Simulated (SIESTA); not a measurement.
## PtS2 under changes of volume

One of the cells (18.261 Å³/atom); the others are scaled copies at fixed shape and fractional positions:

```xyz
3
Lattice="3.5432 0.0000 0.0000 -1.7716 3.0685 0.0000 0.0000 0.0000 5.0388" Properties=species:S:1:pos:R:3 pbc="T T T"
Pt    0.0000    0.0000    0.0000
S     1.7716    1.0228    3.8950
S     0.0000    2.0457    1.1438
```

```yaml
Program: SIESTA 5.4.2
Functional: PBEsol
Potentials_or_basis: PseudoDojo 0.4 standard (PBEsol files)
Basis: DZP (energy shift 0.003 Ry; two zetas on semicore shells)
Grid_cutoff: 800 Ry
Energy_shift: 0.003 Ry
k_mesh: 9 × 9 × 5
Occupations: fermi-dirac, width 0.05 eV
Spin: no spin polarisation
```

```tsv
volume (Å³/atom)	energy over the lowest point (meV/atom)	pressure (GPa)	gap on the mesh (eV)	largest force (eV/Å)
17.165	?	?	?	?
17.531	92.65	17.5	0.95	2.354
17.896	57.69	13.3	0.93	1.969
18.261	31.81	9.5	0.91	1.612
18.626	14.19	6.1	0.88	1.282
18.992	3.82	3.1	0.85	0.979
19.357	0.00	0.3	0.83	0.698
```

**Question.** What does the run at 17.165 Å³/atom give?

**Answer.** Energy over the lowest point 137.70 meV/atom; pressure 22.2 GPa; gap on the mesh 0.97 eV; largest force 2.769 eV/Å.

Worked out: A Birch-Murnaghan fit of order 3 (a polynomial in V^(-2/3)) to the other rows has its minimum at 19.41 Å³/atom, just outside them, with B0 = V·E''(V) = 134 GPa and B' = 5.0 at fixed shape and positions, which overstates the stiffness. It gives 138.05 meV/atom at 17.165 Å³/atom, against the run's 137.70, and -dE/dV = 22.3 GPa, against 22.2. A straight line through the other rows of the gap, of slope -1.25 eV per unit of ln V, extrapolates to 0.98 eV, against the run's 0.97.

Energies are extrapolated to zero smearing.

Caveats: short orbitals over semicore shells can move pressures by several GPa; spin-orbit coupling is left out, which moves the levels of the heavy elements; an odd mesh through Γ misses points on the zone boundary, where band edges often lie; the basis of atomic orbitals isn't converged, which shifts pressures, moduli and gaps; forces of over 1 eV/Å show positions far from the minimum, so gaps and moduli don't describe the material at rest (some runs).
